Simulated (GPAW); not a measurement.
Here is a GPAW 26.7.0 calculation.

run.py

```python
from ase.eos import EquationOfState
from ase.io import Trajectory, read
from ase.units import GPa
from gpaw import GPAW, PW

atoms = read('Mo.cif')

traj = Trajectory('eos.traj', 'w')
volumes, energies = [], []
for x in [0.94, 0.96, 0.98, 1.0, 1.02, 1.04, 1.06]:
    a = atoms.copy()
    a.set_cell(atoms.cell * x**(1 / 3), scale_atoms=True)
    calc = GPAW(mode=PW(600),
                xc='PBE',
                kpts={'size': (9, 9, 9), 'gamma': True},
                occupations={'name': 'fermi-dirac', 'width': 0.05},
                nbands=16,
                convergence={'density': 1e-05, 'energy': 1e-05},
                maxiter=150,
                txt=f'eos-{x:.2f}.txt')
    a.calc = calc
    energies.append(a.get_potential_energy(force_consistent=True))
    volumes.append(a.get_volume())
    p = -a.get_stress()[:3].mean() / GPa
    calc.write(f'eos-{x:.2f}.gpw')
    traj.write(a)
    print(f'{x:.2f} {volumes[-1]:10.4f} A^3 {energies[-1]:14.6f} eV {p:9.3f} GPa', flush=True)

v0, e0, B = EquationOfState(volumes, energies, eos='birchmurnaghan').fit()
print(f'V0 = {v0:.4f} A^3, E0 = {e0:.6f} eV, B0 = {B / GPa:.2f} GPa')
```

Mo.cif

```cif
data_Mo
_cell_length_a 2.74323761
_cell_length_b 2.74323761
_cell_length_c 2.74323761
_cell_angle_alpha 109.47122063
_cell_angle_beta 109.47122063
_cell_angle_gamma 109.47122063
_space_group_name_H-M_alt 'P1'
_space_group_name_Hall 'P 1'
_space_group_IT_number 1
loop_
_space_group_symop_operation_xyz
'x,y,z'
loop_
_atom_site_label
_atom_site_type_symbol
_atom_site_symmetry_multiplicity
_atom_site_Wyckoff_symbol
_atom_site_fract_x
_atom_site_fract_y
_atom_site_fract_z
_atom_site_occupancy
Mo1 Mo 1 a 0.0000000000 0.0000000000 0.0000000000 1
```

Potentials or basis: GPAW PAW data sets (gpaw-data 1.2.1), pw.

Launch:

```bash
$ OMP_NUM_THREADS=1 python run.py
```

**Question.** Estimate the equilibrium volume.

**Answer.** 15.75 Å³/atom.

**Question.** Predict the pressure derivative of the bulk modulus.

**Answer.** 4.4.

**Question.** Estimate the bulk modulus.

**Answer.** 260 GPa.

Energy against volume, from the lowest point:
| volume (Å³/atom) | energy (meV/atom) |
| --- | --- |
| 14.938 | 35.96 |
| 15.256 | 12.08 |
| 15.574 | 0.51 |
| 15.892 | 0.00 |
| 16.209 | 9.43 |
| 16.527 | 27.75 |
| 16.845 | 54.04 |
